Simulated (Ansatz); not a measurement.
**CaO (Fm-3m) under several functionals**

**Experimental background.**

A printed reference work, textbook reports, for a bulk crystal of CaO: lattice constant a 4.8105 Å.

Plane-wave DFT in Ansatz with scalar-relativistic PAW potentials. The same structure was relaxed (cell and atoms, symmetry kept) in separate runs at each level. No spin polarisation.

Problem. How do the levels LDA, PBE, PBE+D3(BJ), PBEsol compare?

Solution.
| level | cutoff (eV) | k mesh | V (Å³/atom) | a (Å) | gap (eV) |
| --- | --- | --- | --- | --- | --- |
| LDA | 420 | 8×8×8 | 13.045 | 4.708 | 3.45 |
| PBEsol | 420 | 8×8×8 | 13.543 | 4.767 | 3.54 |
| PBE+D3(BJ) | 420 | 8×8×8 | 13.681 | 4.783 | 3.65 |
| PBE | 420 | 8×8×8 | 14.093 | 4.831 | 3.66 |

The usual order of volumes, LDA < PBEsol < PBE, holds here (13.045, 13.543, 14.093 Å³/atom). As a rule LDA overbinds; PBEsol, built on the gradient expansion of slowly varying densities, lies between LDA and PBE; PBE's stronger gradient term for exchange weakens bonds. Adding D3 to PBE changes the volume by -2.9 %; the term is attractive, so it pulls cells in. In ionic crystals its C6 for cations, set by coordination number and not by charge, is often too large, so it can pull in too far. Each gap belongs to its own cell, so it mixes the functional's effect with that of the volume; gaps are the least found on the k mesh or on a band path.

For PBE: Against the measured lattice constant a of CaO, 4.8105 Å (a printed reference work, textbook), the calculated 4.831 Å is off by +0.4 %. The calculations are for 0 K without zero-point motion.